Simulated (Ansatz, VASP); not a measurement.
**Two plane-wave programs on HfSiO4**

```
CELL_PARAMETERS angstrom
0.00000 4.12418 4.12418
4.12418 0.00000 4.12418
4.12418 4.12418 0.00000
ATOMIC_POSITIONS crystal
Hf 0.00000 0.00000 0.00000
Si 0.75000 0.75000 0.75000
O 0.86418 0.40746 0.86418
O 0.86418 0.86418 0.40746
O 0.86418 0.86418 0.86418
O 0.40746 0.86418 0.86418
```

Alike in both runs: functional PBE; k mesh 4 × 4 × 4; occupations gaussian, width 0.1 eV; no spin polarisation.

Ansatz relaxed the structure, and its values are those at the end. VASP's run is a single point on that final structure, the one shown.

|  | VASP | Ansatz |
| --- | --- | --- |
| version | VASP 6.6.1 | Ansatz 0.2.0 |
| potentials or method | VASP PAW PBE potentials, release 64 (Hf_pv, Si, O) | scalar-relativistic, plane waves, PAW |
| plane-wave cutoff (eV) | 520 | 420 |
| valence electrons in the cell | 38 | 54 |

|  | VASP | Ansatz | Ansatz less VASP |
| --- | --- | --- | --- |
| gap on the k mesh at the Fermi level (eV) | 4.77 | 4.77 | -0.003 |
| least direct gap on the mesh (eV) | 4.77 | 4.77 | -0.003 |
| pressure (GPa) | -0.1 | 0.3 | +0.44 |
| rms of the force components (eV/Å) | 0.090 | 0.000 | -0.0898 |

With one functional, cell and mesh, what is left measures potentials, basis and numerics. The two sets of potentials don't hold the same shells in valence.

Caveats: spin-orbit coupling is left out, which moves the levels of the heavy elements. PBE gaps usually lie below the measured ones, often by a third to a half.
